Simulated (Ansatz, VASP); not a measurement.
## One calculation of AgCl, two programs

```
CELL_PARAMETERS angstrom
3.27191 -0.05771 -0.05771
-0.05771 3.27191 -0.05771
-0.05771 -0.05771 3.27191
ATOMIC_POSITIONS crystal
Ag 0.00000 0.00000 0.00000
Cl 0.50000 0.50000 0.50000
```

Alike in both runs: task single point; functional PBEsol; k mesh 12 × 12 × 12; occupations gaussian, width 0.05 eV; no spin polarisation.

|  | VASP | Ansatz |
| --- | --- | --- |
| version | VASP 6.6.1 | Ansatz 0.2.0 |
| potentials or method | VASP PAW PBE potentials, release 64 (Ag, Cl) | scalar-relativistic, plane waves, PAW |
| plane-wave cutoff (eV) | 520 | 420 |
| valence electrons in the cell | 18 | 26 |

VASP gave:

```
gap on the k mesh at the Fermi level (eV)       : 0.37
least direct gap on the mesh (eV)               : 2.46
pressure (GPa)                                  : 4.1
largest component of the traceless stress (GPa) : 0.26
```

Question: What did Ansatz give for the same quantities?

Answer: gap on the k mesh at the Fermi level (eV): 0.37; least direct gap on the mesh (eV): 2.46; pressure (GPa): 4.2; largest component of the traceless stress (GPa): 0.26.

With one functional, cell and mesh, what is left measures potentials, basis and numerics. The two sets of potentials don't hold the same shells in valence.

Caveats: the PAW data sets were made with another functional, which shifts forces and pressure a little (VASP).
